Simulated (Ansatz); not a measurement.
# WSi$_{2}$: enthalpy against pressure

WSi$_{2}$, I4/mmm, a = 3.202 Å, c = 7.816 Å. Ansatz: PBEsol, PAW, 420 eV, Γ-centred 18×18×18 mesh on 3 atoms, Gaussian smearing 0.10 eV; no spin polarisation. Cell and atoms are relaxed at each pressure, and no other structure is tried, so the rows at high pressure may lie past a change of phase. y is the enthalpy over the state at zero pressure; there V0 = 13.360 Å³/atom. The pressures are the targets, met within 0.03 GPa.

```
P (GPa) y (eV/atom)
   -1.0      -0.0836
    0.0       0.0000
    1.0       0.0832
    4.0       0.3308
   12.0            ?
   25.0       1.9891
   50.0       3.8323
   90.0       6.5715
```

Problem. Fit y = c1 P + c2 P² + c3 P³ to the other rows, say what c1 and c2 mean, and predict the missing value.

Solution. Least squares on the rows shown. y = 0.083041 P − 0.00014872 P² + 4.1482×10⁻⁷ P³. Since dH/dP = V, c1 is V0: 0.083041 eV/GPa × 160.2 = 13.303 Å³ against 13.360; c2 = −V0/(2B0) gives B0 = 279 GPa, where a Birch–Murnaghan fit to the volumes of the same runs (not shown) gives 232 GPa: a cubic over this range folds the higher terms into c2. At P = 12.0 the fit asked for gives 0.9758 eV/atom. The run gave 0.9768 eV/atom, so the fit is 0.0010 eV/atom too low, 0.015 % of the span of the series, against an rms of 0.0005 eV/atom on the fitted rows. With a term in P⁴ added, a fit to the same known rows predicts 0.9770 eV/atom, so most of the miss is curvature that the known rows already hold.

The mesh isn't the same in all rows (18×18×18, 20×20×20). Spin–orbit coupling is left out, which can shift energies with elements as heavy as these.